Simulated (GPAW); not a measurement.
**Os: density of states with r2SCAN**

Crystal: Os.

```
Os
1.0
     3.89000    0.00000    0.00000
     0.00000    3.89000    0.00000
     0.00000    0.00000    3.89000
Os
4
Cartesian
  0.0000 0.0000 0.0000
  0.0000 1.9450 1.9450
  1.9450 0.0000 1.9450
  1.9450 1.9450 0.0000
```

This isn't the form of Os at room conditions, which is hcp.

The cell isn't the ideal one: the cell as VASP's run set it.

```
Program             : GPAW 26.7.0
Task                : density of states
Functional          : r2SCAN
Potentials or basis : GPAW PAW data sets (gpaw-data 1.2.1)
Cutoff              : 600 eV
Basis               : pw
k mesh              : 7 × 7 × 7
Occupations         : fermi-dirac, width 0.05 eV
Spin                : no spin polarisation
Maxiter             : 150
k mesh for the DOS  : 10 × 10 × 10
Dos width           : 0.2 eV
```

| Quantity | Value |
| --- | --- |
| Pressure | -17.5 GPa |
| Band gap on the k mesh | none (metal or under the smearing width) |
| Density of states at the Fermi level | 3.71 states/eV per cell |

Levels at points of the mesh, in eV from the Fermi level:
```tsv
k point	band 24	band 25	band 26	band 27	band 28	band 29	band 30	band 31	band 32	band 33
(0.00, 0.00, 0.00)	0.06	2.29	2.29	2.29	2.33	2.33	2.33	3.07	3.07	3.07
```

States per cell in windows of 1 eV (zero at the Fermi level; states under -8 eV left out):
```csv
from (eV),total
-8.0,1.65
-7.0,3.99
-6.0,3.66
-5.0,3.97
-4.0,4.90
-3.0,5.52
-2.0,3.45
-1.0,3.91
0.0,3.20
1.0,3.63
2.0,3.88
3.0,1.19
4.0,1.14
5.0,1.15
```

Run time: 6.6 min on 1 thread of Arm Neoverse V1, with other jobs on the host, peak memory 0.48 GiB.

Caveat: so large a pressure means that the cell lies far from this level's equilibrium, or that cutoff or potentials fall short; the potentials were made for another functional, which shifts forces and pressure. The run has no spin-orbit coupling, so splittings on Os are missing.
